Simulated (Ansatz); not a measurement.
SrVO3:

```
Sr V O
1.0
     3.84090    0.00000    0.00000
     0.00000    3.84090    0.00000
     0.00000    0.00000    3.84090
Sr V O
1 1 3
Direct
  0.50000 0.50000 0.50000
  0.00000 0.00000 0.00000
  0.00000 0.00000 0.50000
  0.00000 0.50000 0.00000
  0.50000 0.00000 0.00000
```

| Property | Result |
| --- | --- |
| Program | Ansatz 0.2.0 |
| Task | relaxation of cell and atoms |
| Functional | PBEsol |
| Potentials or basis | Ansatz PAW |
| Cutoff | 420 eV (not typed: the program's choice for these potentials) |
| k mesh | 7 × 7 × 7 |
| Occupations | fermi-dirac, width 0.05 eV |
| Spin | collinear spin, ferromagnetic start |
| Starting moments | [0.0, 2.0, 0.0, 0.0, 0.0] μB |

At the start: volume 11.33 Å³/atom.

Where does the relaxation end?

It ends after 6 steps and the volume is 11.05 Å³/atom (-2.5 %); space group Pm-3m (No. 221, to 0.05 Å); moment 0.00 μB per cell.

The path:
```tsv
step	energy change (eV)	largest force (eV/Å)	volume (Å³)
1	0.0000	0.0000	56.66
2	-0.0250	0.0000	55.52
3	-0.0266	0.0000	55.30
4	-0.0211	0.0000	55.30
5	-0.0213	0.0000	55.26
6	-0.0213	0.0000	55.26
```

Final structure:
```
CELL_PARAMETERS angstrom
3.80896 0.00000 0.00000
0.00000 3.80896 0.00000
0.00000 0.00000 3.80896
ATOMIC_POSITIONS crystal
Sr 0.50000 0.50000 0.50000
V 0.00000 0.00000 0.00000
O 0.00000 0.00000 0.50000
O 0.00000 0.50000 0.00000
O 0.50000 0.00000 0.00000
```

Caveat: the plane-wave basis is chosen anew once the cell has moved, so the energies of steps on either side of that aren't comparable; the pressure holds a Pulay correction of +0.7 GPa for the finite cutoff; the PAW data sets come from PBE, with cores solved anew for the run's functional, which leaves a small shift of forces and pressure; the starting moments weren't kept.
